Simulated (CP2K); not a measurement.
# GaAs (F-43m) in CP2K: notebook

The runs below take GaAs through single point, with PBE+D3, PBE+D3(BJ), PBE+D4, PBE+rVV10, PBE+D3(BJ)+ATM.

Program: CP2K 2026.2. These are calculated values, not measurements. Logs are shortened: lines on timing, memory, paths and dates and some standing lists are left out, and cuts for length are marked.

**Experimental background.**

From “Evidence of valence band perturbations in GaAsN/GaAs(001): A combined variable-angle spectroscopic ellipsometry and modulated photoreflectance investigation”, 2008, arxiv:0805.2212, for a bulk crystal of GaAs at 300 K: band gap 1.418 ± 0.005 eV (direct); band gap 1.412 ± 0.01 eV (direct).

The runs below are set against these values where they give the same quantity.

## (1) Starting point

Symmetry: F-43m, No. 216, cubic system. The conventional cell has a = 5.654 Å, b = 5.654 Å, c = 5.654 Å, α = 90.00°, β = 90.00°, γ = 90.00°. Around As (site symmetry -43m) lie 4 Ga at 2.45 Å. Ga (site symmetry -43m) has 4 As at 2.45 Å as nearest neighbours.

## (2) Single point, PBE+D3

gaas_scf.inp reads:

```
&GLOBAL
  PROJECT gaas_scf
  RUN_TYPE ENERGY_FORCE
  PRINT_LEVEL LOW
&END GLOBAL
&FORCE_EVAL
  METHOD QS
  STRESS_TENSOR ANALYTICAL
  &DFT
    BASIS_SET_FILE_NAME BASIS_MOLOPT_UZH
    POTENTIAL_FILE_NAME POTENTIAL_UZH
    &MGRID
      CUTOFF 450
      REL_CUTOFF 60
      NGRIDS 5
    &END MGRID
    &QS
      METHOD GPW
      EPS_DEFAULT 1.0E-10
    &END QS
    &KPOINTS
      SCHEME MONKHORST-PACK 8 8 8
      GAMMA_CENTERED T
      SYMMETRY T
      SYMMETRY_BACKEND SPGLIB
    &END KPOINTS
    &SCF
      SCF_GUESS ATOMIC
      EPS_SCF 1.0E-6
      MAX_SCF 100
      ADDED_MOS 10
      CHOLESKY OFF
      EPS_EIGVAL 1.0E-7
      &DIAGONALIZATION ON
        ALGORITHM STANDARD
      &END DIAGONALIZATION
      &MIXING ON
        METHOD BROYDEN_MIXING
        ALPHA 0.4
        BETA 1.5
        NBUFFER 8
      &END MIXING
      &SMEAR ON
        METHOD FERMI_DIRAC
        ELECTRONIC_TEMPERATURE 580.23
      &END SMEAR
    &END SCF
    &XC
      &XC_FUNCTIONAL
        &GGA_X_PBE
        &END GGA_X_PBE
        &GGA_C_PBE
        &END GGA_C_PBE
      &END XC_FUNCTIONAL
      &VDW_POTENTIAL
        POTENTIAL_TYPE PAIR_POTENTIAL
        &PAIR_POTENTIAL
          TYPE DFTD3
          REFERENCE_FUNCTIONAL PBE
          PARAMETER_FILE_NAME dftd3.dat
          R_CUTOFF 20
        &END PAIR_POTENTIAL
      &END VDW_POTENTIAL
    &END XC
    &PRINT
      &KPOINTS ON
      &END KPOINTS
      &MULLIKEN ON
      &END MULLIKEN
      &MO ON
        ENERGIES T
        OCCUPATION_NUMBERS T
        &EACH
          QS_SCF 0
        &END EACH
        ADD_LAST NUMERIC
      &END MO
      &LOWDIN ON
      &END LOWDIN
      &HIRSHFELD ON
        SHAPE_FUNCTION DENSITY
      &END HIRSHFELD
    &END PRINT
  &END DFT
  &SUBSYS
    &CELL
      A 3.9977696088 0.0000000000 0.0000000000
      B 1.9988848044 3.4621700397 0.0000000000
      C 1.9988848044 1.1540566799 3.2641652169
      PERIODIC XYZ
    &END CELL
    &COORD
      SCALED
      As  0.7500000000 0.7500000000 0.7500000000
      Ga  0.0000000000 0.0000000000 0.0000000000
    &END COORD
    &KIND As
      BASIS_SET TZVP-MOLOPT-PBE-GTH-q5
      POTENTIAL GTH-PBE-q5
    &END KIND
    &KIND Ga
      BASIS_SET TZVP-MOLOPT-PBE-GTH-q13
      POTENTIAL GTH-PBE-q13
    &END KIND
    &PRINT
      &ATOMIC_COORDINATES ON
      &END ATOMIC_COORDINATES
      &CELL ON
      &END CELL
    &END PRINT
  &END SUBSYS
  &PRINT
    &FORCES ON
    &END FORCES
    &STRESS_TENSOR ON
    &END STRESS_TENSOR
  &END PRINT
&END FORCE_EVAL
```

Potentials or basis: POTENTIAL_UZH As GTH-PBE-q5, Ga GTH-PBE-q13; TZVP-MOLOPT-PBE-GTH basis.

Command:

```bash
$ OMP_NUM_THREADS=1 cp2k.psmp -i gaas_scf.inp -o gaas_scf.out
```

gaas_scf.out:

```text

 CP2K| version string:                                       CP2K version 2026.2
 CP2K| Input file name                                              gaas_scf.inp

 GLOBAL| Force Environment number                                              1
 GLOBAL| Basis set file name                                    BASIS_MOLOPT_UZH
 GLOBAL| Potential file name                                       POTENTIAL_UZH
 GLOBAL| MM Potential file name                                     MM_POTENTIAL
 GLOBAL| Coordinate file name                                      __STD_INPUT__
 GLOBAL| Method name                                                        CP2K
 GLOBAL| Project name                                                   gaas_scf
 GLOBAL| Run type                                                   ENERGY_FORCE
 GLOBAL| FFT library                                                       FFTW3
 GLOBAL| Diagonalization library                                       ScaLAPACK
 GLOBAL| Cholesky decomposition library                                ScaLAPACK
 GLOBAL| DGEMM library                                                      BLAS
 GLOBAL| Direct generalized diagonalization requested                          F
 GLOBAL| Matrix multiplication library                                 ScaLAPACK
 GLOBAL| Global print level                                                  LOW
 GLOBAL| Total number of message passing processes                             1
 GLOBAL| Number of threads for this process                                    1
 GLOBAL| CPU model name                                                  UNKNOWN

 CELL| Volume [angstrom^3]:                                            45.179174
 CELL| Vector a [angstrom]:       3.998     0.000     0.000   |a| =     3.997770
 CELL| Vector b [angstrom]:       1.999     3.462     0.000   |b| =     3.997770
 CELL| Vector c [angstrom]:       1.999     1.154     3.264   |c| =     3.997770
 CELL| Angle (b,c), alpha [degree]:                                    60.000000
 CELL| Angle (a,c), beta  [degree]:                                    60.000000
 CELL| Angle (a,b), gamma [degree]:                                    60.000000
 CELL| Numerically orthorhombic:                                              NO
 CELL| Periodicity                                                           XYZ

 CELL_REF| Volume [angstrom^3]:                                        45.179174
 CELL_REF| Vector a [angstrom     3.998     0.000     0.000   |a| =     3.997770
 CELL_REF| Vector b [angstrom     1.999     3.462     0.000   |b| =     3.997770
 CELL_REF| Vector c [angstrom     1.999     1.154     3.264   |c| =     3.997770
 CELL_REF| Angle (b,c), alpha [degree]:                                60.000000
 CELL_REF| Angle (a,c), beta  [degree]:                                60.000000
 CELL_REF| Angle (a,b), gamma [degree]:                                60.000000
 CELL_REF| Numerically orthorhombic:                                          NO
 CELL_REF| Periodicity                                                       XYZ

[... 9 lines left out ...]

  Total number of            - Atomic kinds:                                   2
                             - Atoms:                                          2
                             - Shell sets:                                     2
                             - Shells:                                        17
                             - Primitive Cartesian functions:                 10
                             - Cartesian basis functions:                     58
                             - Spherical basis functions:                     51

  Maximum angular momentum of the orbital basis functions:                     3

 MODULE QUICKSTEP: ATOMIC COORDINATES IN ANGSTROM

   Atom Kind Element         X             Y             Z       Z(eff)     Mass
      1    1 As   33      5.996654      3.462170      2.448124   5.0000  74.9216
      2    2 Ga   31      0.000000      0.000000      0.000000  13.0000  69.7230

 SCF PARAMETERS         Density guess:                                    ATOMIC
[... 9 lines left out ...]
                        --------------------------------------------------------
                        level_shift [a.u.]:                             0.000000
                        added MOs                                        10    0
                        --------------------------------------------------------
                        Mixing method:                            BROYDEN_MIXING
                                                charge density mixing in g-space
                        --------------------------------------------------------
                        Smear method:                                FERMI_DIRAC
                        Electronic temperature [K]:                        580.2
                        Electronic temperature [a.u.]:                  1.84E-03
                        Accuracy threshold:                             1.00E-10
[... 19 lines left out ...]
 BRILLOUIN|     4           0.01172       -0.37500       -0.37500        0.00000
 BRILLOUIN|     5           0.04688       -0.37500       -0.37500        0.12500
 BRILLOUIN|     6           0.02344       -0.37500       -0.37500        0.25000
[... 21 lines left out ...]
 BRILLOUIN|    28           0.00781        0.00000        0.00000        0.50000
 BRILLOUIN|    29           0.00586        0.00000        0.50000        0.50000
 *******************************************************************************

 Extrapolation method: initial_guess

 Number of electrons:                                                         18
 Number of occupied orbitals:                                                  9
 Number of molecular orbitals:                                                19

 Number of orbital functions:                                                 51
 Number of independent orbital functions:                                     51

 SCF WAVEFUNCTION OPTIMIZATION

  Step     Update method      Time    Convergence         Total energy    Change
  ------------------------------------------------------------------------------
     1 NoMix/Diag. 0.40E+00    2.8     0.98420378       -81.0628146740 -8.11E+01
     2 Broy./Diag. 0.40E+00    2.6     0.03211399       -80.9454112951  1.17E-01
     3 Broy./Diag. 0.40E+00    2.6     0.08949864       -80.8941518487  5.13E-02
     4 Broy./Diag. 0.40E+00    2.6     0.00975293       -80.9134492068 -1.93E-02
     5 Broy./Diag. 0.40E+00    2.6     0.00703581       -80.9379992425 -2.46E-02
     6 Broy./Diag. 0.40E+00    2.6     0.00314821       -80.9436296282 -5.63E-03
     7 Broy./Diag. 0.40E+00    2.6     0.00155834       -80.9445954450 -9.66E-04
     8 Broy./Diag. 0.40E+00    2.6     0.00040983       -80.9475035417 -2.91E-03
     9 Broy./Diag. 0.40E+00    2.6     0.00013372       -80.9484044735 -9.01E-04
    10 Broy./Diag. 0.40E+00    2.6     0.00000849       -80.9484097530 -5.28E-06
    11 Broy./Diag. 0.40E+00    2.6     0.00008727       -80.9483812479  2.85E-05
    12 Broy./Diag. 0.40E+00    2.6     0.00000633       -80.9483660267  1.52E-05
    13 Broy./Diag. 0.40E+00    2.6     0.00000368       -80.9483543041  1.17E-05
    14 Broy./Diag. 0.40E+00    2.6     0.00000086       -80.9483532601  1.04E-06

  *** SCF run converged in    14 steps ***

  Electronic density on regular grids:        -17.9999999662        0.0000000338
  Core density on regular grids:               17.9999999977       -0.0000000023
  Total charge density on r-space grids:        0.0000000315
  Total charge density g-space grids:           0.0000000315

  Overlap energy of the core charge distribution:               0.00000000546787
  Self energy of the core charge distribution:               -110.84104255844619
  Core Hamiltonian energy:                                     32.33843483983892
  Hartree energy:                                               9.38256967992928
  Exchange-correlation energy:                                -11.81187623051336
  Dispersion energy:                                           -0.01643773515004
  Electronic entropic energy:                                  -0.00000126118106
  Fermi energy:                                                 0.16772759227942

  Total energy:                                               -80.94835326007595
  Total energy (extrapolated to T->0):                        -80.94835262948541

 MO| EIGENVALUES AND OCCUPATION NUMBERS FOR K POINT 1
 MO|
 MO|  Index      Eigenvalue [a.u.]        Eigenvalue [eV]             Occupation
 MO|      1              -0.391031             -10.640487               2.000000
 MO|      2              -0.387953             -10.556727               2.000000
 MO|      3              -0.387953             -10.556727               2.000000
 MO|      4              -0.385583             -10.492251               2.000000
 MO|      5              -0.385583             -10.492250               2.000000
 MO|      6              -0.260266              -7.082188               2.000000
[... 344 lines left out ...]
 MO|     18               0.756405              20.582821               0.000000
 MO|     19               0.796818              21.682523               0.000000
 MO| Sum:                                                              18.000000
 MO| E(Fermi):            0.167728 a.u.          4.564100 eV
 MO| Band gap:            0.177510 a.u.          4.830282 eV

 [... the levels of further k-points ...]

 !-----------------------------------------------------------------------------!
                     Mulliken Population Analysis

 #  Atom  Element  Kind  Atomic population                           Net charge
       1     As       1          4.658651                              0.341349
       2     Ga       2         13.341349                             -0.341349
 # Total charge                             18.000000                 -0.000000

 !-----------------------------------------------------------------------------!

 !-----------------------------------------------------------------------------!
                           Hirshfeld Charges

  #Atom  Element  Kind  Ref Charge     Population                    Net charge
      1       As     1       5.000          5.132                        -0.132
      2       Ga     2      13.000         12.868                         0.132

  Total Charge                                                           -0.000
 !-----------------------------------------------------------------------------!

 LOWDIN POPULATION ANALYSIS

 #  Atom  Element  Kind  Atomic population                           Net charge
       1     As       1          4.012487                              0.987513
       2     Ga       2         13.987513                             -0.987513
 # Total charge                             18.000000                 -0.000000

 ENERGY| Total FORCE_EVAL ( QS ) energy [hartree]            -80.948352554374438

 FORCES| Atomic forces [hartree/bohr]
 FORCES|   Atom     x               y               z               |f|
 FORCES|      1 -5.30872096E-05 -3.06526408E-05 -2.16843574E-05   6.50234386E-05
 FORCES|      2 -4.52367347E-05 -2.61147126E-05 -1.84558855E-05   5.53981957E-05
 FORCES| Sum    -9.83239443E-05 -5.67673535E-05 -4.01402429E-05
 FORCES| Total atomic force                                       1.20421632E-04

 STRESS| Analytical stress tensor [bar]
 STRESS|                        x                   y                   z
 STRESS|      x        2.54436856869E+04   5.81023065223E+02   4.10476010883E+02
 STRESS|      y        5.81023065223E+02   2.47729909249E+04   2.37426168017E+02
 STRESS|      z        4.10476010883E+02   2.37426168017E+02   2.46056820263E+04
 STRESS| 1/3 Trace                                             2.49407862127E+04
 STRESS| Determinant                                           1.54955582274E+13

 STRESS| Eigenvectors and eigenvalues of the analytical stress tensor [bar]
 STRESS|                        1                   2                   3
 STRESS| Eigenvalues   2.44373295947E+04   2.44381756747E+04   2.59468533688E+04
 STRESS|      x          -0.328967727069     -0.474589542401      0.816422072699
 STRESS|      y           0.854217000468      0.219038368244      0.471524664624
 STRESS|      z          -0.402608433417      0.852518011235      0.333345901221
```

It took 44 s on 1 thread of Arm Neoverse V1, shared host; peak memory 0.32 GiB.

Results:

```
Free energy            : -2202.7167 eV
Pressure               : 2.5 GPa
Band gap on the k mesh : 0.48 eV, direct
Mulliken charges       : As +0.34; Ga -0.34 e
Hirshfeld charges      : As -0.13; Ga +0.13 e
```

Caveat: Mulliken charges move with the basis; the basis of atomic orbitals isn't converged, which shifts pressures, moduli and gaps; the real-space grid breaks the cell's symmetry a little.

(Part 1 of 3 ends here.)
